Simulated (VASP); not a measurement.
# LiF (I4mm) in VASP: further runs

One crystal, LiF, is run at these levels: PBE; tasks: single point.

Everything below comes from runs of VASP 6.6.1. Logs are shortened: lines on timing, memory, paths and dates and some standing lists are left out, and cuts for length are marked.

## (1) The cell of the first run

Symmetry: I4mm, No. 107, tetragonal system. Conventional cell: a = 2.848 Å, b = 2.848 Å, c = 4.028 Å, α = 90.00°, β = 90.00°, γ = 90.00°. Li (site symmetry 4mm) has 1 F at 1.70 Å as nearest neighbours. Around F (site symmetry 4mm) lie 1 Li at 1.70 Å.

Measurements of this composition are mostly on another form, of space group No. 225.

## (2) Single point, PBE

The input, INCAR:

```
PREC     = Accurate       # precision mode
ENCUT    = 520            # plane-wave cutoff, eV
EDIFF    = 1E-7           # SCF threshold, eV
ISMEAR   = 0              # smearing method
SIGMA    = 0.05           # smearing width, eV
LREAL    = F              # projectors in reciprocal space
LASPH    = T              # aspherical terms in the spheres
NELM     = 100            # most SCF steps
ALGO     = Fast           # electronic algorithm
ISIF     = 2              # what is computed and relaxed
LWAVE    = F              # write WAVECAR
LCHARG   = F              # write CHGCAR
GGA      = PE             # functional
NBANDS   = 12             # bands
```

The input, KPOINTS:

```
Automatic mesh
0
Gamma
  10 10 10
```

The input, POSCAR:

```
LiF
1.0
    0.0000000000      2.0140000000      2.0140000000
    2.0140000000      0.0000000000      2.0140000000
    2.0140000000      2.0140000000      0.0000000000
Li F
1 1
Direct
    0.0000000000      0.0000000000      0.0000000000
    0.4224180735      0.4224180735      0.5775819265
```

Potentials or basis: VASP PAW PBE potentials, release 64 (Li_sv, F).

Command:

```console
$ cat potpaw_PBE.64/Li_sv/POTCAR potpaw_PBE.64/F/POTCAR > POTCAR
$ mpirun -np 1 vasp_std > vasp.out
```

OUTCAR:

```text
PREC = Accurate
   ENCUT = 520
   EDIFF = 1E-7
   ISMEAR = 0
   LREAL = F
   LASPH = T
   NELM = 100
   ISIF = 2
   GGA = PE

 ion  position               nearest neighbor table
   1  0.000  0.000  0.000-   2 1.70   2 2.04   2 2.04   2 2.04   2 2.04
   2  0.422  0.422  0.578-   1 1.70   1 2.04   1 2.04   1 2.04   1 2.04

  LATTYP: Found a face centered cubic cell.
 ALAT       =     4.0280000000

  Lattice vectors:

 A1 = (   0.0000000000,   2.0140000000,   2.0140000000)
 A2 = (   2.0140000000,   0.0000000000,   2.0140000000)
 A3 = (   2.0140000000,   2.0140000000,   0.0000000000)

Analysis of symmetry for initial positions (statically):
=====================================================================
 Subroutine PRICEL returns:
 Original cell was already a primitive cell.

 Routine SETGRP: Setting up the symmetry group for a
 face centered cubic supercell.

 Subroutine GETGRP returns: Found  8 space group operations
 (whereof  8 operations were pure point group operations)
 out of a pool of 48 trial point group operations.

The static configuration has the point symmetry C_4v.

Analysis of symmetry for dynamics (positions and initial velocities):
=====================================================================
 Subroutine PRICEL returns:
 Original cell was already a primitive cell.

 Routine SETGRP: Setting up the symmetry group for a
 face centered cubic supercell.

 Subroutine GETGRP returns: Found  8 space group operations
 (whereof  8 operations were pure point group operations)
 out of a pool of 48 trial point group operations.

The dynamic configuration has the point symmetry C_4v.

 Subroutine INISYM returns: Found  8 space group operations
 (whereof  8 operations are pure point group operations),
 and found     1 'primitive' translations

----------------------------------------------------------------------------------------

                                     Primitive cell

  volume of cell :      16.3384

  direct lattice vectors                    reciprocal lattice vectors
     0.000000000  2.014000000  2.014000000    -0.248262165  0.248262165  0.248262165
     2.014000000  0.000000000  2.014000000     0.248262165 -0.248262165  0.248262165
     2.014000000  2.014000000  0.000000000     0.248262165  0.248262165 -0.248262165

  length of vectors
     2.848226115  2.848226115  2.848226115     0.430002683  0.430002683  0.430002683

[... 90 lines left out ...]
   PSTRESS=    0.0 pullay stress
   NELECT =      10.0000    total number of electrons
   NUPDOWN=      -1.0000    fix difference up-down
   EMIN   =  10.00;   EMAX   =-10.00  energy-range for DOS
   EFERMI =   0.00;   METHOD = LEGACY
   ISMEAR =     0;   SIGMA  =   0.05  broadening in eV -4-tet -1-fermi 0-gaus
   EFERMI_NEDOS =   21; number of points for ismear=-14 and -15
   IALGO  =     68    algorithm
   IMIX   =      4    mixing-type and parameters
     AMIX     =   0.40;   BMIX     =  1.00
     AMIX_MAG =   1.60;   BMIX_MAG =  1.00
  volume/ion in A,a.u.               =       8.17        55.13
  Fermi-wavevector in a.u.,A,eV,Ry     =   1.389970  2.626662 26.286674  1.932016
  Thomas-Fermi vector in A             =   2.513950
   LORBIT       =      0    0 simple, 1 ext, 2 COOP (PROOUT), +10 PAW based schemes
   GGA     = PE    functional components
   LHFCALC =     F    Hartree Fock is set to
   AEXX    =    0.0000 exact exchange contribution
   IVDW    =     0    specifies the selected vdW correction
   LEPSILON=     F    determine dielectric tensor
   LRPA    =     F    only Hartree local field effects (RPA)
 non-spin polarized calculation
 RMM-DIIS sequential band-by-band and
 Gauss-broadening in eV      SIGMA  =   0.05
  energy-cutoff  :      520.00
  volume of cell :       16.34
 maximum number of plane-waves:       459
 NGX is ok and might be reduce to    24
   NGX = 11   NGY = 11   NGZ = 11

 number of electron      10.0000000 magnetization

 number of electron       9.9999997 magnetization

 Free energy of the ion-electron system (eV)
  ---------------------------------------------------
  ext. energy  EPLUGINS =         0.00000000
  ---------------------------------------------------
  free energy    TOTEN  =        -9.51236648 eV

  energy without entropy =       -9.51236648  energy(sigma->0) =       -9.51236648

 E-fermi :  -0.6929     XC(G=0):  -9.9390

 val. band max:       -1.0375364864   @ k =   0.0000   0.0000   0.0000
 cond. band min:       7.9030817792   @ k =   0.0000   0.0000   0.0000
 fundamental gap:      8.9406182656
 Fermi energy:        -0.6928592308

 k-point     1 :       0.0000    0.0000    0.0000
  band No.  band energies     occupation
      1     -41.8692      2.00000
      2     -21.0235      2.00000
      3      -1.1941      2.00000
      4      -1.0375      2.00000
      5      -1.0375      2.00000
      6       7.9031      0.00000
      7      21.2603      0.00000
      8      21.2603      0.00000
      9      23.4441      0.00000
     10      23.7919      0.00000
     11      25.2554      0.00000
     12      25.2554      0.00000
[... 331 lines left out ...]
 k-point    24 :       0.0000   -0.1000    0.1000
  band No.  band energies     occupation
      1     -41.8538      2.00000
      2     -20.9319      2.00000
      3      -1.7269      2.00000
      4      -1.2473      2.00000
      5      -1.1221      2.00000
      6       8.6175      0.00000
      7      18.4812      0.00000
      8      20.1973      0.00000
      9      21.7454      0.00000
     10      23.4438      0.00000
     11      25.7072      0.00000
     12      26.9012      0.00000

 [... further k-points ...]

------------------------ aborting loop because EDIFF is reached ----------------------------------------

  FORCE on cell =-STRESS in cart. coord.  units (eV):
  Direction    XX          YY          ZZ          XY          YZ          ZX
  --------------------------------------------------------------------------------------
  -------------------------------------------------------------------------------------
  Total        0.0887609      0.0887609      1.8465449      0.0000000      0.0000000      0.0000000
  in kB        8.7040994      8.7040994    181.0764862      0.0000000      0.0000000      0.0000000
  external PRESSURE =      66.1615617 kB  Pullay stress =       0.0000000 kB

 VOLUME and BASIS-vectors are now :
 -----------------------------------------------------------------------------
  energy-cutoff  :      520.00
  volume of cell :       16.34
      direct lattice vectors                 reciprocal lattice vectors
     0.000000000  2.014000000  2.014000000    -0.248262165  0.248262165  0.248262165
     2.014000000  0.000000000  2.014000000     0.248262165 -0.248262165  0.248262165
     2.014000000  2.014000000  0.000000000     0.248262165  0.248262165 -0.248262165

 POSITION                                       TOTAL-FORCE (eV/Angst)
 -----------------------------------------------------------------------------------
      0.00000      0.00000      0.00000         0.000000      0.000000     -1.103498
      2.01400      2.01400      1.70150         0.000000      0.000000      1.103498
 -----------------------------------------------------------------------------------
    total drift:                                0.000002      0.000002      0.000351

  FREE ENERGIE OF THE ION-ELECTRON SYSTEM (eV)
  ---------------------------------------------------
  free  energy   TOTEN  =        -9.5123664761 eV

  energy  without entropy=       -9.5123664761  energy(sigma->0) =       -9.51236648
```

stdout:

```text
POSCAR found type information on POSCAR LiF
 POSCAR found :  2 types and       2 ions
 scaLAPACK will be used
 LDA part: xc-table for (Slater+PW92), standard interpolation
 POSCAR, INCAR and KPOINTS ok, starting setup
 FFT: planning ... GRIDC
 FFT: planning ... GRID_SOFT
 FFT: planning ... GRID
 WAVECAR not read
 entering main loop
WARNING in EDDRMM: call to ZHEGV failed, returncode =   8  4      3
WARNING in EDDRMM: call to ZHEGV failed, returncode =   6  3      8
WARNING in EDDRMM: call to ZHEGV failed, returncode =   6  3      7
```

Run time: 16 s. Hardware: 1 thread of Intel Xeon Platinum 8488C (Sapphire Rapids), shared host; peak memory 0.13 GiB.

Results:

- Free energy: -9.5124 eV
- Largest force: 1.103 eV/Å
- Band gap on the k mesh: 8.94 eV, direct

Forces on the atoms (eV/Å):
```
Li   0.000  0.000 -1.103
F    0.000  0.000  1.103
```

Caveat: the cutoff is under 1.25 times the usual one of these potentials, so pressure, stress and relaxed cells hold a basis-set (Pulay) error; forces of over 1 eV/Å show positions far from the minimum, so gaps and moduli don't describe the material at rest. A k mesh can miss the band edges.

## (3) Single point, PBE

The input, INCAR:

```
  PREC = Accurate
  ENCUT = 520
  EDIFF = 1E-6
  ISMEAR = 0
  SIGMA = 0.05
  LREAL = F
  LASPH = T
  NELM = 100
  ALGO = Fast
  ISIF = 2
  LWAVE = F
  LCHARG = F
  GGA = PE
  NBANDS = 12
```

The input, KPOINTS:

```
regular mesh
0
Gamma
  10 10 10
```

Changes to POSCAR since step 2:

```diff
@@ -9,2 +9,2 @@
     0.0000000000      0.0000000000      0.0000000000
-    0.4224180735      0.4224180735      0.5775819265
+    0.6241310824      0.6241310824      0.3758689176
```

Potentials or basis: VASP PAW PBE potentials, release 64 (Li_sv, F).

Command:

```console
$ cat potpaw_PBE.64/Li_sv/POTCAR potpaw_PBE.64/F/POTCAR > POTCAR
$ mpirun -np 1 vasp_std > vasp.out
```

Run time: 14 s. Hardware: 1 thread of Intel Xeon Platinum 8488C (Sapphire Rapids), shared host; peak memory 0.13 GiB.

The run converged. Its results:

```
Free energy            : -9.1060 eV
Largest force          : 3.667 eV/Å
Band gap on the k mesh : 8.73 eV, direct
```

Forces in eV/Å, atoms in the order of the input:
```
Li   0.000  0.000  3.667
F    0.000  0.000 -3.667
```

Levels at points of the mesh, in eV from the valence-band top:
| k point | band 3 | band 4 | band 5 | band 6 | band 7 | band 8 |
| --- | --- | --- | --- | --- | --- | --- |
| (0.00, 0.00, 0.00) | -0.34 | 0.00 | 0.00 | 8.73 | 21.48 | 21.48 |
| (0.50, 0.00, 0.00) | -2.53 | -0.52 | -0.29 | 11.21 | 15.65 | 19.27 |
| (0.50, 0.50, 0.00) | -2.67 | -1.05 | -1.05 | 13.80 | 16.57 | 18.58 |
| (0.00, 0.50, 0.50) | -3.01 | -1.07 | -0.92 | 14.91 | 15.07 | 15.32 |

Caveat: the cutoff is under 1.25 times the usual one of these potentials, so pressure, stress and relaxed cells hold a basis-set (Pulay) error; forces of over 1 eV/Å show positions far from the minimum, so gaps and moduli don't describe the material at rest. A k mesh can miss the band edges.

## (4) Single point, PBE

The input, INCAR:

```
SYSTEM = LiF
PREC = Accurate ; ENCUT = 520
EDIFF = 1E-6 ; ISMEAR = 0
SIGMA = 0.05 ; LREAL = .False.
LASPH = .True. ; NELM = 100
ALGO = Normal ; ISIF = 2
LWAVE = .False. ; LCHARG = .True.
GGA = PE ; LELF = .True.
LVHAR = .True. ; NBANDS = 12
```

The input, KPOINTS:

```
regular mesh
0
Gamma
  10 10 10
  0 0 0
```

Changes to POSCAR since step 3:

```diff
@@ -9,2 +9,2 @@
     0.0000000000      0.0000000000      0.0000000000
-    0.6241310824      0.6241310824      0.3758689176
+    0.4689672294      0.4689672294      0.5310327706
```

Command:

```console
$ cat potpaw_PBE.64/Li_sv/POTCAR potpaw_PBE.64/F/POTCAR > POTCAR
$ mpirun -np 1 vasp_std > vasp.out
```

Wall time 11 s (1 thread of Intel Xeon Platinum 8488C (Sapphire Rapids), shared host); peak memory 0.14 GiB.

Results (log left out):

* Free energy: -9.6235 eV
* Largest force: 0.243 eV/Å
* Band gap on the k mesh: 9.06 eV, direct

Forces in eV/Å, atoms in the order of the input:
```
Li   0.000  0.000 -0.243
F    0.000  0.000  0.243
```

Levels at points of the mesh, in eV from the valence-band top:
| k point | band 1 | band 2 | band 3 | band 4 | band 5 | band 6 | band 7 | band 8 | band 9 | band 10 |
| --- | --- | --- | --- | --- | --- | --- | --- | --- | --- | --- |
| (0.00, 0.00, 0.00) | -40.91 | -19.98 | -0.03 | 0.00 | 0.00 | 9.06 | 23.34 | 23.34 | 24.10 | 24.35 |
| (0.50, 0.00, 0.00) | -40.85 | -19.55 | -2.52 | -0.25 | -0.23 | 10.80 | 16.63 | 18.92 | 19.10 | 30.25 |
| (0.50, 0.50, 0.00) | -40.83 | -19.29 | -2.99 | -1.00 | -1.00 | 14.67 | 16.48 | 17.63 | 20.25 | 20.25 |
| (0.00, 0.50, 0.50) | -40.83 | -19.28 | -3.01 | -1.01 | -0.99 | 14.81 | 16.32 | 17.11 | 20.41 | 20.80 |

Caveat: the cutoff is under 1.25 times the usual one of these potentials, so pressure, stress and relaxed cells hold a basis-set (Pulay) error. A k mesh can miss the band edges.

## (5) Overview

| cell | gap on the mesh (eV) | largest force (eV/Å) |
| --- | --- | --- |
| all F atoms moved +0.312 Å, as atom 2 towards its neighbour atom 1 (Li) at 2.014 Å | 8.94 | 1.10 |
| all F atoms moved -0.500 Å, as atom 2 towards its neighbour atom 1 (Li) at 2.014 Å | 8.73 | 3.67 |
| all F atoms moved +0.125 Å, as atom 2 towards its neighbour atom 1 (Li) at 2.014 Å | 9.06 | 0.24 |

Alike in all rows: task single point; level PBE; potentials or basis VASP PAW PBE potentials, release 64 (Li_sv, F); no spin polarisation; k mesh 10 × 10 × 10; cutoff (eV) 520; smearing gaussian 0.05 eV.

Caveats: the cutoff is under 1.25 times the usual one of these potentials, so pressure, stress and relaxed cells hold a basis-set (Pulay) error; forces of over 1 eV/Å show positions far from the minimum, so gaps and moduli don't describe the material at rest (some runs).

Total energies depend on the potentials used, so only differences within one code and one set of settings carry meaning.
